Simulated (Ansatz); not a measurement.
# PbTe: a single-point run

Aim: a sound single-point run of PbTe. The structure is shown as the input types it. The cell is built on a prototype (NiAs type) and needn't be the phase found in nature.

Program: Ansatz 0.2.0. Level of theory: density functional or hybrid calculation with the settings of its input, plane waves (as first typed). These are calculated values, not measurements.

### Step 1. Starting point

It takes space group P6_3/mmc (No. 194, hexagonal). The conventional cell has a = 4.544 Å, b = 4.544 Å, c = 7.926 Å, α = 90.00°, β = 90.00°, γ = 120.00°. Pb (site symmetry -3m) has 6 Te at 3.29 Å as nearest neighbours. Around Te (site symmetry -6m2) lie 6 Pb at 3.29 Å.

Coordinates:

```cif
data_structure
_symmetry_space_group_name_H-M 'P6_3/mmc'
_symmetry_Int_Tables_number 194
_cell_length_a 4.5440
_cell_length_b 4.5440
_cell_length_c 7.9258
_cell_angle_alpha 90.000
_cell_angle_beta 90.000
_cell_angle_gamma 120.000
_cell_volume 141.72
loop_
_atom_site_label
_atom_site_type_symbol
_atom_site_symmetry_multiplicity
_atom_site_Wyckoff_symbol
_atom_site_fract_x
_atom_site_fract_y
_atom_site_fract_z
_atom_site_occupancy
Pb1 Pb 2 a 0.00000 0.00000 0.00000 1
Te1 Te 2 c 0.33333 0.66667 0.25000 1
```

### Step 2. The run

input.yaml

```yaml
crystal:
  lattice:
    - [4.5439515437, 0.0, 0.0]
    - [-2.2719757718, 3.9351774704, 0.0]
    - [0.0, 0.0, 7.9257636037]
  atoms:
    - { symbol: Pb, position: [0.0, 0.0, 0.0] }
    - { symbol: Pb, position: [0.0, 0.0, 0.5] }
    - { symbol: Te, position: [0.3333333333, 0.6666666667, 0.25] }
    - { symbol: Te, position: [0.6666666667, 0.3333333333, 0.75] }
kpoints:
  mp_grid: { grid: [6, 6, 2] }
hamiltonian:
  xc: pbesol
scf:
  occupations: { method: fermi_dirac, width: 0.02 }
  n_extra_bands: 5
  mixing: { beta: 0.005 }
  max_iter: 100
output:
  forces: true
  stress: true
  eigenvalues: true
```

Launch:

```console
ansatz run input.yaml --threads 4 --pin off --max-ram 3686MiB --backend cpu --events-out ev --progress --plain --runs-dir out
```

What happens when this is run?

The program finished normally. That alone doesn't make the input a sound one.

The suspect setting: scf.mixing.beta is 0.005. The risk: mixing too weak. Here it converged all the same; such a setting changes the road, not the converged state.

The test: delete scf.mixing.beta (the default then holds).
